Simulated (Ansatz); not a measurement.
The system is Bi2Se3 (Paraguanajuatite).

```xyz
5
Lattice="2.0715 1.1960 9.5453 -2.0715 1.1960 9.5453 0.0000 -2.3920 9.5453" Properties=species:S:1:pos:R:3 pbc="T T T"
Bi    0.0000    0.0000   17.1587
Bi    0.0000    0.0000   11.4773
Se    0.0000    0.0000   22.5738
Se    0.0000    0.0000    6.0622
Se    0.0000    0.0000    0.0000
```

Base run:

```yaml
Program: Ansatz 0.2.0
Functional: r2SCAN
Potentials_or_basis: Ansatz PAW
Cutoff: "500 eV (not typed: the program's choice for these potentials)"
k_mesh: 8 × 8 × 8
Occupations: fermi-dirac, width 0.05 eV
Spin: no spin polarisation
```

Its results: band gap on the k mesh 0.49 eV, direct; pressure 1.4 GPa; largest force 0.080 eV/Å.

Question: After a change of settings the same cell gave: band gap on the k mesh 0.14 eV, direct; pressure -0.3 GPa; largest force 0.154 eV/Å. Which change was it?
A. functional from r2SCAN to LDA; cutoff from 500 eV (not typed: the program's choice for these potentials) to 420 eV (not typed: the program's choice for these potentials)
B. functional from r2SCAN to PBEsol; cutoff from 500 eV (not typed: the program's choice for these potentials) to 420 eV (not typed: the program's choice for these potentials)
C. functional from r2SCAN to RPBE; cutoff from 500 eV (not typed: the program's choice for these potentials) to 420 eV (not typed: the program's choice for these potentials)
D. functional from r2SCAN to revPBE; cutoff from 500 eV (not typed: the program's choice for these potentials) to 420 eV (not typed: the program's choice for these potentials)

Answer: B.

r2SCAN gives the wider gap, since meta-GGAs in the generalised Kohn-Sham scheme recover part of the derivative discontinuity.

Caveats: spin-orbit coupling is left out, which as a rule narrows the gap of such compounds by several tenths of an eV; the PAW data sets come from PBE, with cores solved anew for the run's functional, which leaves a small shift of forces and pressure; the density of states is complete only up to the lowest level of the last band computed.

Runs at the PBE level aren't shown here.
